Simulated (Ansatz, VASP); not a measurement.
Co2Si3 in VASP and in Ansatz

```
Co Si
1.0
     3.55724    0.00000    0.00000
    -1.77862    3.08066    0.00000
     0.00000    0.00000    5.53448
Co Si
2 3
Direct
  0.33333 0.66667 0.24500
  0.66667 0.33333 0.75500
  0.00000 0.00000 0.00000
  0.33333 0.66667 0.64500
  0.66667 0.33333 0.35500
```

Alike in both runs: task relaxation of cell and atoms; functional PBE; k mesh 6 × 6 × 4; occupations gaussian, width 0.1 eV; no spin polarisation.

|  | VASP | Ansatz |
| --- | --- | --- |
| version | VASP 6.6.1 | Ansatz 0.2.0 |
| potentials or method | VASP PAW PBE potentials, release 64 (Co, Si) | scalar-relativistic, plane waves, PAW |
| plane-wave cutoff (eV) | 600 | 420 |
| valence electrons in the cell | 30 | 46 |

```csv
,VASP,Ansatz,Ansatz less VASP
"gap on the k mesh at the Fermi level, each at its own relaxed structure (eV)",none,none,-
relaxed volume (Å³/atom),11.92,11.94,+0.014
relaxed cell length with the largest relative difference (Å),3.834,3.836,+0.0019
energy change over the relaxation (meV/atom),-411,-411,+0.1
```

A gap of «none» marks a metal or a gap that the smearing closes. The two sets of potentials don't hold the same shells in valence.

Spin polarisation is off, so any magnetic state and its effect on volume and gap are missing.
